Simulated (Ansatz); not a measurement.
**Co: which structure is lowest?**

These are results of Ansatz 0.2.0, DFT, RPBE, plane waves (420 eV) with PAW, scalar-relativistic, not measurements. The PAW files were generated under PBE, with cores re-solved for the functional.

Each structure is relaxed within its own symmetry, so a high-lying one may be dynamically unstable.

| structure | ΔE (meV/atom) | V (Å³/atom) | cell | magnetic state |
| --- | --- | --- | --- | --- |
| hcp | 0 | 11.18 | a = 2.519 Å, c = 4.069 Å (c/a = 1.615) | ferromagnetic, net 1.64 μB per atom |
| dhcp | 2 | 11.22 | a = 2.519 Å, c = 8.172 Å (c/a = 3.245) | ferromagnetic, net 1.67 μB per atom |
| fcc | 12 | 11.22 | a = 3.554 Å | ferromagnetic, net 1.70 μB per atom |
| bcc | 71 | 11.45 | a = 2.840 Å | ferromagnetic, net 1.80 μB per atom |
| omega (AlB2-type) | 75 | 11.36 | a = 4.000 Å, c = 2.460 Å (c/a = 0.615) | ferromagnetic, net 1.68 μB per atom |
| A15 | 86 | 11.47 | a = 4.510 Å | ferromagnetic, net 1.71 μB per atom |
| simple cubic | 742 | 13.24 | a = 2.365 Å | ferromagnetic, net 1.91 μB per atom |
| diamond | 1236 | 16.97 | a = 5.139 Å | ferromagnetic, net 1.76 μB per atom |

ΔE counts from hcp.

Differences under about 8 meV lie within the error of the k-point mesh.
